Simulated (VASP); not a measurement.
# ZnO (zincite): single point with PBEsol

Crystal: ZnO (zincite).

```
Zn O
1.0
     3.23070    0.00000    0.00000
    -1.61535    2.79787    0.00000
     0.00000    0.00000    5.21268
Zn O
2 2
Direct
  0.33333 0.66667 0.49991
  0.66667 0.33333 0.99991
  0.66667 0.33333 0.37910
  0.33333 0.66667 0.87910
```

The cell isn't the ideal one: relaxed again under DFT PBEsol, scalar-relativistic, plane waves, PAW.

| Property | Result |
| --- | --- |
| Program | VASP 6.6.1 |
| Task | single point |
| Functional | PBEsol |
| Potentials or basis | VASP PAW PBE potentials, release 64 (Zn, O) |
| Cutoff | 520 eV |
| k mesh | 9 × 9 × 6 |
| Occupations | gaussian, width 0.02 eV |
| Spin | no spin polarisation |
| Dipole correction | no |
| Further INCAR settings | ALGO = Fast; EDIFF = 1e-06; NBANDS = 26 |

```yaml
Pressure: 0.9 GPa
Largest_force: 0.005 eV/Å
Band_gap_on_the_k_mesh: 0.69 eV, direct
```

Forces on the atoms (eV/Å):
```
Zn   0.000  0.000  0.005
Zn   0.000  0.000  0.005
O    0.000  0.000 -0.005
O    0.000  0.000 -0.005
```

Levels at points of the mesh, in eV from the valence-band top:
```
           k point  band 15  band 16  band 17  band 18  band 19  band 20  band 21  band 22
(0.00, 0.00, 0.00)    -0.81    -0.09     0.00     0.00     0.69     5.15     8.10    12.83
(0.00, 0.00, 0.50)    -0.40    -0.40    -0.40    -0.40     3.38     3.38     9.96     9.96
```

Wall time 26 s on 1 thread of Intel(R) Xeon(R) Platinum 8559C (Emerald Rapids) (shared host), peak memory 0.18 GiB.

Caveat: the PAW data sets were made with another functional, which shifts forces and pressure a little.
